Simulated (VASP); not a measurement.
Crystal: Li2S.

```
Li S
1.0
     0.00000    2.85282    2.85282
     2.85282    0.00000    2.85282
     2.85282    2.85282    0.00000
Li S
2 1
Direct
  0.25000 0.25000 0.25000
  0.75000 0.75000 0.75000
  0.00000 0.00000 0.00000
```

- Program: VASP 6.6.1
- Task: relaxation of cell and atoms
- Functional: LDA
- Potentials or basis: VASP PAW LDA potentials, release 64 (Li_sv, S)
- Cutoff: 600 eV
- k mesh: 8 × 8 × 8
- Occupations: gaussian, width 0.02 eV
- Spin: no spin polarisation

At the start: pressure -3.0 GPa; volume 15.48 Å³/atom.

Problem. How do energy, volume and symmetry change on relaxing?

Solution. Over 4 steps the energy falls by 11.5 meV/atom and the volume is 14.33 Å³/atom (-7.4 %); space group Fm-3m (No. 225, to 0.05 Å).

Step by step:
```
step  energy change (eV)  largest force (eV/Å)  pressure (GPa)  volume (Å³)
   1              0.0000                0.0000           -3.02        46.44
   2             -0.0276                0.0000           -1.47        44.50
   3             -0.0346                0.0000           -0.14        43.14
   4             -0.0346                0.0000            0.00        43.00
```

Final structure:
```yaml
crystal:
  lattice:
    - [0.00000, 2.78072, 2.78072]
    - [2.78072, 0.00000, 2.78072]
    - [2.78072, 2.78072, 0.00000]
  atoms:
    - { symbol: Li, position: [0.25000, 0.25000, 0.25000] }
    - { symbol: Li, position: [0.75000, 0.75000, 0.75000] }
    - { symbol: S, position: [0.00000, 0.00000, 0.00000] }
```

Caveat: the cutoff is under 1.25 times the usual one of these potentials, so pressure, stress and relaxed cells hold a basis-set (Pulay) error.
